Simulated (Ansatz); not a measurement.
**Molybdenum, simple cubic under PBEsol: from relaxation to bulk modulus, part 1 of 2**

Aim: take molybdenum in the simple cubic structure, relax it, solve it on a dense k-mesh, then scale the cell to 7 volumes from 88 to 112 % of the relaxed one and try a fit of the equation of state. Spin polarisation is left out. The k-meshes are 12×12×12 for the relaxation; 20×20×20 for the dense run; 14×14×14 for the volumes.

This is Mo in the simple cubic structure; at room conditions it is bcc.

Method: DFT PBEsol, plane waves (420 eV) with PAW, scalar-relativistic; PBE-made PAW files, in Ansatz 0.2.0.

**1. The structure to begin with**

Symmetry: Pm-3m, No. 221, cubic system. The conventional cell has a = 2.563 Å, b = 2.563 Å, c = 2.563 Å, α = 90.00°, β = 90.00°, γ = 90.00°. Mo (site symmetry m-3m) has 6 Mo at 2.56 Å as nearest neighbours.

Coordinates:

```cif
data_structure
_symmetry_space_group_name_H-M 'Pm-3m'
_symmetry_Int_Tables_number 221
_cell_length_a 2.5629
_cell_length_b 2.5629
_cell_length_c 2.5629
_cell_angle_alpha 90.000
_cell_angle_beta 90.000
_cell_angle_gamma 90.000
_cell_volume 16.83
loop_
_atom_site_label
_atom_site_type_symbol
_atom_site_symmetry_multiplicity
_atom_site_Wyckoff_symbol
_atom_site_fract_x
_atom_site_fract_y
_atom_site_fract_z
_atom_site_occupancy
Mo1 Mo 1 a 0.00000 0.00000 0.00000 1
```

**2. Geometry optimisation**

input.yaml reads:

```yaml
crystal:
  lattice:
    - [2.5629259694, 0.0, 0.0]
    - [0.0, 2.5629259694, 0.0]
    - [0.0, 0.0, 2.5629259694]
  atoms:
    - { symbol: Mo, position: [0.0, 0.0, 0.0] }
hamiltonian:
  xc: pbesol
  pseudopotentials:
    kind: paw
    azcp:
      Mo: "pseudopotentials/Mo.paw.azcp"
basis:
  ecutwfc: 420
  fft_grid_basis: typed
kpoints:
  mp_grid: { grid: [12, 12, 12], shift: [0, 0, 0] }
magnetization:
  spin_polarized: false
scf:
  occupations: { method: fermi_dirac, width: 0.1 }
relax:
  max_steps: 60
  f_tol: 0.01
  cell: {}
```

The program printed:

```text
Warning: <dir> the record states the generating functional pbe (its physics header spells it `PBE`), which answers neither for hamiltonian.xc's functional nor for the pbesol family's — results may be inconsistent (PPs are generated against a specific XC)
Warning: RAYON_NUM_THREADS=2 ignored (pool sized by the plan → 2); use --threads N
Engine: ansatz 0.2.0, aarch64-unknown-linux-gnu
Pseudopotentials: kind: paw
Pseudopotential: Mo, paw, valence charge 14, recommended cutoff 420 eV (normal), <dir>
Functional definition: PBEsol
  exchange = pbesol_x
  correlation = pbesol_c
Crystal: 1 atoms, lattice volume = 16.835 Å³
Basis set: ecut = 420 eV, 341 PW (Γ), exchange–correlation on 36×36×36 points (8 copies of the dense FFT grid, shifted against one another)
Bands: 11, of which v1, the nominal top of the filled ones, is band 7 counted from 1 (6 counted from 0)
Symmetry: 48 space group operations
Space group: Pm-3m (ITA 221), of the structure as read, at distance tolerance 2.6e-5 Å
k-points: 84 of 1728
Non-local potential: Mo, projectors of the file, l = 0: 3, l = 1: 2, l = 2: 2, l = 3: 1
PAW form: soft (Blöchl's): semilocal exchange-correlation on the pseudo side does not see the compensation charge
PAW frozen core: Mo, regenerated for the run's functional, and the local potential with it (the file was generated under x = pbe(κ = 0.804, μ = 0.2195149727645171), c = pbe(β = 0.06672455060314922))
PAW one-centre angular grid: Mo, 590 points (default); XC on 64 Gauss nodes
Initial density: superposition of atomic densities (neutral atoms: chi_scale 0, normalization atom), corrected by the library's trained network
Initial wavefunctions: pseudopotential atomic-orbital guess
Functional: x = pbesol(κ = 0.804, μ = 0.12345679012345678), c = pbesol(β = 0.046)
SCF iter   1: F=—  HF=-4896.285248 eV  |F-HF|=—  |Δ(HF+E_count)|=         —  Δρ=7.05e-3  dr2=6.25e-3  ethr=1.77e-3  ⟨swp⟩=5.0  Hψ=5410  notcnv=0
preconditioner: auto → none  [metal: Δε(μ)=0.053 eV  Ē_g=7.599 eV  σ=0.100 eV  W_gap=0.13  n_scr=6 (ndim 8)  ℏωp=22.2 eV  f_vac=0.000  D(μ)=1.05/eV (n_scr^D=6)  sad-step TF]
SCF iter   2: F=—  HF=-4896.283639 eV  |F-HF|=—  |Δ(HF+E_count)|=   1.61e-3  Δρ=3.64e-3  dr2=1.40e-3  ethr=4.46e-5  ⟨swp⟩=1.4  Hψ=1686  notcnv=0
SCF iter   3: F=—  HF=-4896.283385 eV  |F-HF|=—  |Δ(HF+E_count)|=   2.54e-4  Δρ=4.07e-4  dr2=2.06e-5  ethr=1.00e-5  ⟨swp⟩=2.3  Hψ=1196  notcnv=0
SCF iter   4: F=—  HF=-4896.283397 eV  |F-HF|=—  |Δ(HF+E_count)|=   1.25e-5  Δρ=4.70e-5  dr2=3.04e-7  ethr=1.47e-7  ⟨swp⟩=2.2  Hψ=1282  notcnv=0
iter 5 did not close the SCF: its close was put off for the readings that it lacked (scf_convergence_deferred on its scf_iter line)
SCF iter   5: F=-4896.283397 eV  HF=-4896.283397 eV  |F-HF|=5.19e-9  |Δ(HF+E_count)|=   1.07e-8  Δρ=8.13e-6  dr2=7.40e-9  ethr=2.17e-9  ⟨swp⟩=2.7  Hψ=1554  notcnv=0
SCF iter   6: F=-4896.283397 eV  HF=-4896.283397 eV  |F-HF|=3.18e-11  |Δ(HF+E_count)|=   2.44e-9  Δρ=4.52e-7  dr2=3.93e-11  ethr=5.28e-11  ⟨swp⟩=1.5  Hψ=2892  notcnv=0
SCF 1 converged in 6 iterations: F = -4896.283397 eV  dr2 = 3.93e-11
relax step   1: F+E_penalty+E_count = -4896.28339735 eV  Δ(F+E_penalty+E_count) = +0.000e0 eV  max|allowed force component| = 0.000e0 eV/Å  Δτ_max = 0.0000 Å  P = +2.908 GPa  Ω = 16.835 Å³  (6 SCF iters, dr2 threshold 1.00e-7 eV, accepted)
Crystal: 1 atoms, lattice volume = 17.275 Å³
Initial density: handed on by an earlier stage of this run
Initial wavefunctions: those handed on with the density
iter 1 solved again at ethr=5.37e-7 eV; its pass at ethr=3.10e-3 eV (dr2=7.52e-5 eV) is discarded
SCF iter   1: F=—  HF=-4896.283748 eV  |F-HF|=—  |Δ(HF+E_count)|=         —  Δρ=1.16e-3  dr2=7.03e-5  ethr=5.37e-7  ⟨swp⟩=2.5  Hψ=7115  notcnv=0
preconditioner: auto → none  [metal: Δε(μ)=0.049 eV  Ē_g=7.384 eV  σ=0.100 eV  W_gap=0.12  n_scr=6 (ndim 8)  ℏωp=21.9 eV  f_vac=0.000  D(μ)=1.03/eV (n_scr^D=6)]
SCF iter   2: F=—  HF=-4896.283807 eV  |F-HF|=—  |Δ(HF+E_count)|=   5.89e-5  Δρ=5.46e-4  dr2=1.46e-5  ethr=5.02e-7  ⟨swp⟩=1.7  Hψ=1189  notcnv=0
SCF iter   3: F=—  HF=-4896.283824 eV  |F-HF|=—  |Δ(HF+E_count)|=   1.71e-5  Δρ=1.17e-4  dr2=1.82e-6  ethr=1.04e-7  ⟨swp⟩=2.2  Hψ=1181  notcnv=0
SCF iter   4: F=-4896.283823 eV  HF=-4896.283823 eV  |F-HF|=9.54e-10  |Δ(HF+E_count)|=   3.66e-7  Δρ=1.07e-5  dr2=6.29e-9  ethr=7.14e-10  ⟨swp⟩=3.0  Hψ=3776  notcnv=0
SCF 2 converged in 4 iterations: F = -4896.283823 eV  dr2 = 6.29e-9
relax step   2: F+E_penalty+E_count = -4896.28382346 eV  Δ(F+E_penalty+E_count) = -4.261e-4 eV  max|allowed force component| = 0.000e0 eV/Å  Δτ_max = 0.0000 Å  P = -2.435 GPa  Ω = 17.275 Å³  energy of the carried Pulay correction = -6.871e-5 eV  (4 SCF iters, dr2 threshold 1.00e-7 eV, accepted)
Crystal: 1 atoms, lattice volume = 17.071 Å³
iter 1 solved again at ethr=1.47e-7 eV; its pass at ethr=3.10e-3 eV (dr2=2.05e-5 eV) is discarded
SCF iter   1: F=—  HF=-4896.285421 eV  |F-HF|=—  |Δ(HF+E_count)|=         —  Δρ=5.30e-4  dr2=1.43e-5  ethr=1.47e-7  ⟨swp⟩=3.3  Hψ=6992  notcnv=0
preconditioner: auto → none  [metal: Δε(μ)=0.052 eV  Ē_g=7.476 eV  σ=0.100 eV  W_gap=0.13  n_scr=6 (ndim 8)  ℏωp=22.0 eV  f_vac=0.000  D(μ)=1.05/eV (n_scr^D=6)]
SCF iter   2: F=—  HF=-4896.285443 eV  |F-HF|=—  |Δ(HF+E_count)|=   2.21e-5  Δρ=2.52e-4  dr2=3.11e-6  ethr=1.02e-7  ⟨swp⟩=1.0  Hψ=924  notcnv=0
SCF iter   3: F=—  HF=-4896.285446 eV  |F-HF|=—  |Δ(HF+E_count)|=   3.41e-6  Δρ=4.81e-5  dr2=3.42e-7  ethr=2.22e-8  ⟨swp⟩=2.1  Hψ=1163  notcnv=0
SCF iter   4: F=-4896.285446 eV  HF=-4896.285446 eV  |F-HF|=4.24e-10  |Δ(HF+E_count)|=   8.73e-8  Δρ=6.03e-6  dr2=2.04e-9  ethr=7.14e-10  ⟨swp⟩=4.1  Hψ=2969  notcnv=0
SCF 3 converged in 4 iterations: F = -4896.285446 eV  dr2 = 2.04e-9
relax step   3: F+E_penalty+E_count = -4896.28544605 eV  Δ(F+E_penalty+E_count) = -1.623e-3 eV  max|allowed force component| = 0.000e0 eV/Å  Δτ_max = 0.0000 Å  P = -0.050 GPa  Ω = 17.071 Å³  energy of the carried Pulay correction = -3.718e-5 eV  (4 SCF iters, dr2 threshold 1.00e-7 eV, accepted)
Crystal: 1 atoms, lattice volume = 17.067 Å³
iter 1 solved again at ethr=6.94e-11 eV; its pass at ethr=3.10e-3 eV (dr2=9.71e-9 eV) is discarded
SCF iter   1: F=—  HF=-4896.285434 eV  |F-HF|=—  |Δ(HF+E_count)|=         —  Δρ=1.34e-5  dr2=8.22e-9  ethr=6.94e-11  ⟨swp⟩=3.3  Hψ=6821  notcnv=0
preconditioner: auto → none  [metal: Δε(μ)=0.052 eV  Ē_g=7.478 eV  σ=0.100 eV  W_gap=0.13  n_scr=6 (ndim 8)  ℏωp=22.0 eV  f_vac=0.000  D(μ)=1.05/eV (n_scr^D=6)]
SCF iter   2: F=-4896.285447 eV  HF=-4896.285447 eV  |F-HF|=2.42e-9  |Δ(HF+E_count)|=   1.33e-5  Δρ=6.65e-6  dr2=1.77e-9  ethr=4.50e-11  ⟨swp⟩=2.4  Hψ=3015  notcnv=0
SCF 4 converged in 2 iterations: F = -4896.285447 eV  dr2 = 1.77e-9
relax step   4: F+E_penalty+E_count = -4896.28544734 eV  Δ(F+E_penalty+E_count) = -1.294e-6 eV  max|allowed force component| = 0.000e0 eV/Å  Δτ_max = 0.0000 Å  P = -0.000 GPa  Ω = 17.067 Å³  energy of the carried Pulay correction = -3.654e-5 eV  (2 SCF iters, dr2 threshold 6.30e-9 eV, accepted)
Initial wavefunctions: pseudopotential atomic-orbital guess (no wavefunctions were taken with the density)
iter 1 solved again at ethr=4.33e-8 eV; its pass at ethr=3.10e-3 eV (dr2=6.06e-6 eV) is discarded
SCF iter   1: F=—  HF=-4896.285466 eV  |F-HF|=—  |Δ(HF+E_count)|=         —  Δρ=2.09e-4  dr2=1.66e-7  ethr=4.33e-8  ⟨swp⟩=3.3  Hψ=8077  notcnv=0
SCF iter   2: F=—  HF=-4896.285483 eV  |F-HF|=—  |Δ(HF+E_count)|=   1.70e-5  Δρ=1.04e-4  dr2=4.10e-8  ethr=1.19e-9  ⟨swp⟩=1.0  Hψ=925  notcnv=0
SCF iter   3: F=—  HF=-4896.285483 eV  |F-HF|=—  |Δ(HF+E_count)|=   2.98e-7  Δρ=1.31e-6  dr2=2.08e-10  ethr=2.93e-10  ⟨swp⟩=1.0  Hψ=924  notcnv=0
SCF iter   4: F=-4896.285483 eV  HF=-4896.285483 eV  |F-HF|=6.37e-12  |Δ(HF+E_count)|=  5.82e-11  Δρ=3.08e-7  dr2=8.89e-12  ethr=1.00e-12  ⟨swp⟩=5.9  Hψ=3853  notcnv=0
SCF 5 converged in 4 iterations: F = -4896.285483 eV  dr2 = 8.89e-12
relax step   5: F+E_penalty+E_count = -4896.28548291 eV  Δ(F+E_penalty+E_count) = -3.557e-5 eV  max|allowed force component| = 0.000e0 eV/Å  Δτ_max = 0.0000 Å  P = -0.002 GPa  Ω = 17.067 Å³  stress off target by 2.08e-3 GPa  SCF on the basis re-selected at this cell (its energy is not comparable with the rows above)  (4 SCF iters)
basis re-selected at this cell: Δ(F+E_penalty+E_count) = -3.557e-5 eV, ΔP = -0.002 GPa vs the last step (what re-selecting the basis moved, of the pressure what is left beyond the Pulay correction that the steps carried, after the strain that the cell walked since its last selection, with what the two solves' SCF thresholds leave and, on support functions, any second-order correction that the steps lacked; it is no measure of the basis error at this ecutwfc). This SCF's stress stands 2.08e-3 GPa from its target on what of the cell is left free (relax.cell.stress_tol is 5.00e-2 GPa) and its largest allowed force component is 0.00e0 eV/Å (relax.f_tol is 1.00e-2 eV/Å): within both
SCF converged after 4 iterations
Free energy (F): -4896.285483 eV
Harris-Foulkes:  -4896.285483 eV  (|F-HF|=6.37e-12)
Internal energy: -4896.251329 eV  (E = F + TS)
E sigma→0 (E₀):  -4896.268406 eV
Entropy (-TS):   -0.034154 eV (-34.154 meV/atom)
Fermi energy:    18.712623 eV
--- Per-component energies (eV) ---
  E_band       = -83.704839
  E_kinetic    = 442.077155
  E_local      = -909.146445  (includes V_loc(G=0)·N_el)
  E_nonlocal   = 146.954385
  E_hartree    = 305.243703
  E_xc         = -181.857446
  E_vxc        = -227.775617  (∫ρ·V_xc dr)
  E_paw        = -3144.623167  (= ΣΔE_a)
  E_vpaw       = -146.301670  (= ΣTr[D̂ρ^β])
  E_aug_tail   = 0.000034  (compensation charges beyond the density's cutoff)
  E_ewald      = -1555.108848
  E_core_change = 0.209299  (= ΣΔE_core)
  E_smearing   = -0.034154  (= −TS)
  E_closure    = 0.000000  (closes the sum)
  Σ components = -4896.285483   (vs F -4896.285483, Δ=0.00e0)
--- Forces (eV/Å), atoms counted from 1 ---
  atom   1  Mo    -0.00000000    -0.00000000    -0.00000000
  max |Σ_I F_I| component: 2.70e-33 eV/Å
--- Stress (GPa, compression-positive) ---
       -0.002083      -0.000000      -0.000000
        0.000000      -0.002083      -0.000000
       -0.000000      -0.000000      -0.002083
  P = ⅓ Tr σ = -0.0021 GPa (-0.021 kbar)
--- Relaxed structure (4 steps of the walk, 4 accepted, 1 SCFs on fresh bases) ---
  F+E_penalty+E_count = -4896.28548291 eV   max|allowed force component| = 0.000e0 eV/Å   (the final SCF, on the basis selected at the relaxed cell)
  cell:  # Å, volume = 17.0673 Å³
    - [2.5746722694693753, 6.319457630020617e-35, 1.288968738821666e-34]
    - [3.1998523555183765e-34, 2.5746722694693753, -1.2839532962581572e-34]
    - [2.572922035079823e-34, -1.2839532962581572e-34, 2.5746722694693753]
  atoms:
    - { symbol: Mo, position: [0.0, 0.0, 0.0] }
```

Run time: 1.9 s. Hardware: 2 threads of Arm Neoverse V2, shared host; peak memory 0.27 GiB.

Relaxation path:

```csv
step,energy change (meV/atom),largest force (eV/Å),pressure (GPa),volume (Å³/atom)
1,0.00,0.0000,2.91,16.835
2,-0.43,0.0000,-2.43,17.275
3,-2.05,0.0000,-0.05,17.071
4,-2.05,0.0000,0.00,17.067
5,-2.09,0.0000,0.00,17.067
```

Steps that repeat a cell are solved on a basis chosen anew, so their changes of energy are no gain of the relaxation.

The cell of the run, before and after:

|  | before | after | change |
| --- | --- | --- | --- |
| a (Å) | 2.563 | 2.575 | +0.5 % |
| b (Å) | 2.563 | 2.575 | +0.5 % |
| c (Å) | 2.563 | 2.575 | +0.5 % |
| volume (Å³/atom) | 16.835 | 17.067 | +1.4 % |
| shortest distance (Å) | 2.563 | 2.575 | +0.5 % |
| space group (spins left aside) | Pm-3m | Pm-3m | same |

**3. The energy on a finer k-mesh**

input.yaml reads:

```yaml
crystal:
  lattice:
    - [2.5746722695, 0.0, 0.0]
    - [0.0, 2.5746722695, 0.0]
    - [0.0, 0.0, 2.5746722695]
  atoms:
    - { symbol: Mo, position: [0.0, 0.0, 0.0] }
hamiltonian:
  xc: pbesol
  pseudopotentials:
    kind: paw
    azcp:
      Mo: "pseudopotentials/Mo.paw.azcp"
basis:
  ecutwfc: 420
  fft_grid_basis: typed
kpoints:
  mp_grid: { grid: [20, 20, 20], shift: [0, 0, 0] }
magnetization:
  spin_polarized: false
scf:
  occupations: { method: fermi_dirac, width: 0.1 }
output:
  write_density: true
  write_potential: true
  elf: true
  volumetric_format: npy
```

The program printed, shortened:

```text
Warning: <dir> the record states the generating functional pbe (its physics header spells it `PBE`), which answers neither for hamiltonian.xc's functional nor for the pbesol family's — results may be inconsistent (PPs are generated against a specific XC)
Warning: RAYON_NUM_THREADS=2 ignored (pool sized by the plan → 2); use --threads N
[...]
[... 3 set-up lines as earlier in the session ...]
[...]
Crystal: 1 atoms, lattice volume = 17.067 Å³
Basis set: ecut = 420 eV, 341 PW (Γ)
Bands: 11, of which v1, the nominal top of the filled ones, is band 7 counted from 1 (6 counted from 0)
[... 2 set-up lines as earlier in the session ...]
k-points: 286 of 8000
[...]
SCF iter   1: F=—  HF=-4896.285939 eV  |F-HF|=—  |Δ(HF+E_count)|=         —  Δρ=6.36e-3  dr2=5.22e-3  ethr=1.77e-3  ⟨swp⟩=5.0  Hψ=18488  notcnv=0
[...]
SCF iter   6: F=-4896.284439 eV  HF=-4896.284439 eV  |F-HF|=8.19e-12  |Δ(HF+E_count)|=   1.90e-9  Δρ=2.20e-7  dr2=8.45e-12  ethr=3.92e-11  ⟨swp⟩=1.0  Hψ=9239  notcnv=0
[...]
SCF converged after 6 iterations
Free energy (F): -4896.284439 eV
[...]
E sigma→0 (E₀):  -4896.266141 eV
Entropy (-TS):   -0.036596 eV (-36.596 meV/atom)
Fermi energy:    18.736012 eV
[...]
--- Band table (eV; the first three rows and the last of 286) ---
  k-point 0: bands = ["-42.2566", "-15.4759", "-15.4759", "-15.4759", "12.1686", "14.4678", "14.4678", "22.7727", "22.7727", "22.7727", "34.3767"]
[...]
```

Run time: 1.7 s. Hardware: 2 threads of Arm Neoverse V2, shared host; peak memory 0.31 GiB.

Density in a lattice plane of the grid's cell (edges 2.57 and 2.57 Å, at 0.000 of the third edge), which holds Mo.

Ten even steps from ' ' (0.21 e/Å³) to '@' (6.55 e/Å³):
```
@@@@@@@@%%**==--....          ....--==**%%@@@@@@
@@@@@@%%##++==::..              ..::==++##%%@@@@
@@%%%%##**==--....              ....--==**##%%%%
####**++==--::..                  ..::--==++**##
++====--::....                      ....::--====
--::::::....                          ....::::::
........                                  ......
                                                
                                                
                                                
                                                
                                                
........                                  ......
--::::::....                          ....::::::
++====--::....                      ....::--====
####**++==--::..                  ..::--==++**##
@@%%%%##**==--....              ....--==**##%%%%
@@@@@@%%##++==::..              ..::==++##%%@@@@
@@@@@@@@%%**==--....          ....--==**%%@@@@@@
@@@@@@@@%%##++--::..          ..::--++##%%@@@@@@
```
Columns run along the first of these edges and rows up along the second, over one cell in 24 and 20 even steps from the bottom left corner. Atoms in the plane (fractional): Mo at (0.00, 0.00).

ELF in the same plane.

Ten even steps from '0' (0.22) to '9' (0.75):
```
245799975321112357999754
567899864221112246899876
899998753111111135789999
999886431011111013468899
998764210001110001246789
877542000012221000024577
554321000112221100012345
322110001223332210001122
221111112334443321111112
111111122334443322111111
221111112334443321111112
322110001223332210001122
554321000112221100012345
877542000012221000024577
998764210001110001246789
999886431011111013468899
899998753111111135789999
567899864221112246899876
245799975321112357999754
024799986421112468999742
```
Columns run along the first of these edges and rows up along the second, over one cell in 24 and 20 even steps from the bottom left corner. Atoms in the plane (fractional): Mo at (0.00, 0.00).

Both are smooth fields of the valence electrons: close to the nuclei they are not physical.

Maxima of ELF outside the ion cores: 0.46 between the atoms, 1.7 Å from Mo.

**4. At 88 % of the relaxed volume**

input.yaml reads:

```yaml
crystal:
  lattice:
    - [2.4672671675, 0.0, 0.0]
    - [0.0, 2.4672671675, 0.0]
    - [0.0, 0.0, 2.4672671675]
  atoms:
    - { symbol: Mo, position: [0.0, 0.0, 0.0] }
hamiltonian:
  xc: pbesol
  pseudopotentials:
    kind: paw
    azcp:
      Mo: "pseudopotentials/Mo.paw.azcp"
basis:
  ecutwfc: 420
  fft_grid_basis: typed
kpoints:
  mp_grid: { grid: [14, 14, 14], shift: [0, 0, 0] }
magnetization:
  spin_polarized: false
scf:
  occupations: { method: fermi_dirac, width: 0.1 }
  lower_state_search: "off"
output:
  stress: true
```

The program printed, shortened:

```text
Warning: <dir> the record states the generating functional pbe (its physics header spells it `PBE`), which answers neither for hamiltonian.xc's functional nor for the pbesol family's — results may be inconsistent (PPs are generated against a specific XC)
Warning: RAYON_NUM_THREADS=2 ignored (pool sized by the plan → 2); use --threads N
[...]
[... 3 set-up lines as earlier in the session ...]
[...]
Crystal: 1 atoms, lattice volume = 15.019 Å³
Basis set: ecut = 420 eV, 257 PW (Γ)
Bands: 11, of which v1, the nominal top of the filled ones, is band 7 counted from 1 (6 counted from 0)
[... 1 set-up line as earlier in the session ...]
Space group: Pm-3m (ITA 221), of the structure as read, at distance tolerance 2.5e-5 Å
k-points: 120 of 2744
[...]
SCF iter   1: F=—  HF=-4896.110627 eV  |F-HF|=—  |Δ(HF+E_count)|=         —  Δρ=7.33e-3  dr2=6.26e-3  ethr=1.77e-3  ⟨swp⟩=5.0  Hψ=7804  notcnv=0
[...]
SCF iter   6: F=-4896.109040 eV  HF=-4896.109040 eV  |F-HF|=1.82e-12  |Δ(HF+E_count)|=  3.97e-10  Δρ=3.40e-7  dr2=4.74e-12  ethr=1.91e-11  ⟨swp⟩=1.6  Hψ=4022  notcnv=0
[...]
SCF converged after 6 iterations
Free energy (F): -4896.109040 eV
[...]
E sigma→0 (E₀):  -4896.093780 eV
Entropy (-TS):   -0.030520 eV (-30.520 meV/atom)
Fermi energy:    21.856908 eV
[...]
--- Stress (GPa, compression-positive) ---
       32.614020      -0.000000       0.000000
       -0.000000      32.614020       0.000000
        0.000000       0.000000      32.614020
  P = ⅓ Tr σ = 32.6140 GPa (326.140 kbar)
```

Wall time 0.67 s (2 threads of Arm Neoverse V2, shared host); peak memory 0.26 GiB.

**5. At 92 % of the relaxed volume**

Edit input.yaml of step 4 so:

```diff
@@ -2,5 +2,5 @@
   lattice:
-    - [2.4672671675, 0.0, 0.0]
-    - [0.0, 2.4672671675, 0.0]
-    - [0.0, 0.0, 2.4672671675]
+    - [2.5040974805, 0.0, 0.0]
+    - [0.0, 2.5040974805, 0.0]
+    - [0.0, 0.0, 2.5040974805]
   atoms:
@@ -25 +25,5 @@
   stress: true
+  write_density: true
+  write_potential: true
+  elf: true
+  volumetric_format: npy
```

The program printed, shortened:

```text
Warning: <dir> the record states the generating functional pbe (its physics header spells it `PBE`), which answers neither for hamiltonian.xc's functional nor for the pbesol family's — results may be inconsistent (PPs are generated against a specific XC)
Warning: RAYON_NUM_THREADS=2 ignored (pool sized by the plan → 2); use --threads N
[...]
[... 3 set-up lines as earlier in the session ...]
[...]
Crystal: 1 atoms, lattice volume = 15.702 Å³
Basis set: ecut = 420 eV, 305 PW (Γ)
Bands: 11, of which v1, the nominal top of the filled ones, is band 7 counted from 1 (6 counted from 0)
[... 2 set-up lines as earlier in the session ...]
k-points: 120 of 2744
[...]
SCF iter   1: F=—  HF=-4896.219430 eV  |F-HF|=—  |Δ(HF+E_count)|=         —  Δρ=6.75e-3  dr2=5.85e-3  ethr=1.77e-3  ⟨swp⟩=5.0  Hψ=7782  notcnv=0
[...]
SCF iter   6: F=-4896.217776 eV  HF=-4896.217776 eV  |F-HF|=0.00e0  |Δ(HF+E_count)|=  3.83e-10  Δρ=1.70e-7  dr2=8.49e-13  ethr=1.23e-11  ⟨swp⟩=4.2  Hψ=6503  notcnv=0
[...]
SCF converged after 6 iterations
Free energy (F): -4896.217776 eV
[...]
E sigma→0 (E₀):  -4896.201514 eV
Entropy (-TS):   -0.032523 eV (-32.523 meV/atom)
Fermi energy:    20.752816 eV
[...]
--- Stress (GPa, compression-positive) ---
       18.910419      -0.000000       0.000000
       -0.000000      18.910419       0.000000
        0.000000       0.000000      18.910419
  P = ⅓ Tr σ = 18.9104 GPa (189.104 kbar)
--- Band table (eV; the first three rows and the last of 120) ---
  k-point 0: bands = ["-40.3753", "-13.3646", "-13.3646", "-13.3646", "13.8613", "15.9347", "15.9347", "25.2083", "25.2083", "25.2083", "37.0441"]
[...]
```

Wall time 0.91 s (2 threads of Arm Neoverse V2, shared host); peak memory 0.27 GiB.

(Continued in part 2 of 2.)
